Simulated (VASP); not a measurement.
The system is AlCu.

```xyz
2
Lattice="2.9975 0.0000 0.0000 0.0000 2.9975 0.0000 0.0000 0.0000 2.9975" Properties=species:S:1:pos:R:3 pbc="T T T"
Cu    1.4988    1.4988    1.4988
Al    0.0000    0.0000    0.0000
```

The cell comes from a database or a generator and needn't be the stable form of this composition.

| Property | Result |
| --- | --- |
| Program | VASP 6.6.1 |
| Task | relaxation of cell and atoms |
| Functional | r2SCAN |
| Potentials or basis | VASP PAW PBE potentials, release 64 (Cu, Al) |
| Cutoff | 600 eV |
| k mesh | 8 × 8 × 8 |
| Occupations | fermi-dirac, width 0.05 eV |
| Spin | no spin polarisation |

At the start: pressure -4.8 GPa; volume 13.47 Å³/atom.

Question: Where does the relaxation end?

Answer: Over 3 steps the energy falls by 7.9 meV/atom and the volume is 12.95 Å³/atom (-3.8 %); space group Pm-3m (No. 221, to 0.05 Å).

Step by step:
```
step  energy change (eV)  largest force (eV/Å)  pressure (GPa)  volume (Å³)
   1              0.0000                0.0000           -4.78        26.93
   2             -0.0116                0.0000            2.70        25.40
   3             -0.0158                0.0000            0.00        25.90
```

Final structure:
```
CELL_PARAMETERS angstrom
2.95882 0.00000 0.00000
0.00000 2.95882 0.00000
0.00000 0.00000 2.95882
ATOMIC_POSITIONS crystal
Cu 0.50000 0.50000 0.50000
Al 0.00000 0.00000 0.00000
```

Caveat: the PAW data sets were made with another functional, which shifts forces and pressure a little.
